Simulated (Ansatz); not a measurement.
System: SnTe (rock salt type), 2 atoms in the cell.

```
Sn Te
1.0
     0.00000    3.20500    3.20500
     3.20500    0.00000    3.20500
     3.20500    3.20500    0.00000
Sn Te
1 1
Direct
  0.00000 0.00000 0.00000
  0.50000 0.50000 0.50000
```

These are results of Ansatz, PBE with spin–orbit coupling, plane waves, PAW datasets (earlier set, tuned by hand), not measurements.

Cutoff 640 eV; k-mesh 6×6×6 Γ-centred; Fermi–Dirac smearing of 0.02 eV.

Problem. How large is the gap on this mesh, is it direct, and where do the band edges lie (fractions of the reciprocal vectors of this cell)?

Solution. 0.11 eV, direct at (0.000, 0.000, -0.500).

Problem. List the levels near the gap at (0.000, 0.000, 0.000), (0.000, 0.000, 0.167), (0.000, 0.000, -0.500), (0.000, 0.167, -0.333), (0.000, 0.333, 0.333), in eV from the top of the valence band (v1 is the highest filled band, c1 the lowest empty one).

Solution. 
```json
{"k": "(0.000, 0.000, 0.000)", "v4": "-1.68", "v3": "-1.68", "v2": "-1.68", "v1": "-1.68", "c1": "2.74", "c2": "2.74", "c3": "3.58"}
{"k": "(0.000, 0.000, 0.167)", "v4": "-1.64", "v3": "-1.64", "v2": "-1.21", "v1": "-1.21", "c1": "1.90", "c2": "1.90", "c3": "2.55"}
{"k": "(0.000, 0.000, -0.500)", "v4": "-1.36", "v3": "-1.36", "v2": "0.00", "v1": "0.00", "c1": "0.11", "c2": "0.11", "c3": "0.45"}
{"k": "(0.000, 0.167, -0.333)", "v4": "-1.80", "v3": "-1.80", "v2": "-0.78", "v1": "-0.78", "c1": "0.73", "c2": "0.73", "c3": "1.08"}
{"k": "(0.000, 0.333, 0.333)", "v4": "-3.25", "v3": "-3.25", "v2": "-2.91", "v1": "-2.91", "c1": "2.82", "c2": "2.82", "c3": "3.66"}
```

A gap read on the mesh is an upper bound of this method's gap, since the mesh can miss a band edge. Semilocal functionals give gaps that mostly lie well below measured ones.
